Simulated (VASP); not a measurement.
Mg: single point with LDA

Slab: Mg, a slab with vacuum.

```
Mg
1.0
     3.14661    0.00000    0.00000
    -1.57331    2.72505    0.00000
     0.00000    0.00000   21.55833
Mg
4
Direct
  0.66667 0.33333 0.32470
  0.33333 0.66667 0.44157
  0.66667 0.33333 0.55657
  0.33333 0.66667 0.67540
```

The slab is cut from a database's or a generator's crystal, which needn't be the stable form of the element.

The cell isn't the ideal one: clean slab, lower half held.

```yaml
Program: VASP 6.6.1
Task: single point
Functional: LDA
Potentials_or_basis: VASP PAW LDA potentials, release 64 (Mg)
Cutoff: 520 eV
k_mesh: 9 × 9 × 1
Occupations: gaussian, width 0.1 eV
Spin: no spin polarisation
```

```
Largest force          : 0.066 eV/Å
Band gap on the k mesh : none (metal or under the smearing width)
```

Forces on the atoms (eV/Å):
```
Mg   0.000  0.000 -0.057
Mg   0.000  0.000  0.066
Mg   0.000  0.000 -0.012
Mg   0.000  0.000  0.002
```

Levels at points of the mesh, in eV from the Fermi level:
```tsv
k point	band 1	band 2	band 3	band 4	band 5	band 6	band 7	band 8
(0.00, 0.00, 0.00)	-6.82	-5.98	-4.63	-2.77	-0.99	1.30	2.83	4.00
```

Wall time 17 s on 1 thread of Intel(R) Xeon(R) Platinum 8375C CPU @ 2.90GHz (Ice Lake), with other jobs on the host, peak memory 0.22 GiB.
